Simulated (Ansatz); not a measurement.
Theory: DFT PBE, scalar-relativistic, plane waves, PAW in Ansatz 0.2.0. All cells share a 420 eV cutoff and Γ-centred k meshes spaced at most about 0.3 Å⁻¹ (about 0.25 or finer for metals, 2π included). No spin polarisation in the final relaxations.

All energies are static (0 K, no zero-point motion).

Two relaxed structures of P:

A.

```yaml
crystal:
  lattice:
    - [0.00000, 4.87457, 4.87457]
    - [4.87457, 0.00000, 4.87457]
    - [4.87457, 4.87457, 0.00000]
  atoms:
    - { symbol: P, position: [0.75000, 0.75000, 0.75000] }
    - { symbol: P, position: [0.24466, 0.24466, 0.75534] }
    - { symbol: P, position: [0.24466, 0.75534, 0.75534] }
    - { symbol: P, position: [0.75534, 0.24466, 0.24466] }
    - { symbol: P, position: [0.24466, 0.75534, 0.24466] }
    - { symbol: P, position: [0.75534, 0.24466, 0.75534] }
    - { symbol: P, position: [0.25000, 0.25000, 0.25000] }
    - { symbol: P, position: [0.75534, 0.75534, 0.24466] }
    - { symbol: P, position: [0.00000, 0.50000, 0.00000] }
    - { symbol: P, position: [0.50000, 0.50000, 0.00000] }
    - { symbol: P, position: [0.00000, 0.50000, 0.50000] }
    - { symbol: P, position: [0.50000, 0.00000, 0.50000] }
    - { symbol: P, position: [0.00000, 0.00000, 0.50000] }
    - { symbol: P, position: [0.50000, 0.00000, 0.00000] }
    - { symbol: P, position: [0.00000, 0.00000, 0.00000] }
```

B.

```yaml
crystal:
  lattice:
    - [-4.98798, 4.98798, 4.98798]
    - [4.98798, -4.98798, 4.98798]
    - [4.98798, 4.98798, -4.98798]
  atoms:
    - { symbol: P, position: [0.23054, 0.00000, 0.00000] }
    - { symbol: P, position: [0.76946, 0.76946, 0.76946] }
    - { symbol: P, position: [0.00000, 0.23054, 0.00000] }
    - { symbol: P, position: [0.00000, 0.00000, 0.23054] }
    - { symbol: P, position: [0.00000, 0.76946, 0.00000] }
    - { symbol: P, position: [0.23054, 0.23054, 0.23054] }
    - { symbol: P, position: [0.76946, 0.00000, 0.00000] }
    - { symbol: P, position: [0.00000, 0.00000, 0.76946] }
```

Problem. Which is lower in energy, and by how much?

Solution. A is lower, by 228 meV/atom. A has space group Fm-3m (No. 225), 15.4 Å³/atom and no gap on its mesh; B has space group Im-3m (No. 229), 62.1 Å³/atom and a gap of 0.98 eV. Counting all near atoms (those within 1.25 times the shortest such distance or 1.15 times the sum of covalent radii; a slash parts the counts of unlike sites), A has P 5/6 and B has P 3. In A, P on a site of symmetry -43m has 6 P at 2.44 Å; around P on a site of symmetry 4mm lie 5 P at 2.39–2.44 Å; P on a site of symmetry mmm is surrounded by 6 P at 2.44 Å; 1 more site not described. In B, P is surrounded by 3 P at 2.30 Å. Both come from invented guesses. The part of the Crystallography Open Database at hand lists P in space groups No. 2, 13, 64, 123; no cell shown has one of them.

No dispersion correction is applied, so the spacing and binding between layers, chains or molecules are poorly described (Im-3m), and this can change margins and order among such cells. Kohn–Sham gaps at this level usually fall short of measured ones. Cells relaxed within their symmetry can be saddle points.
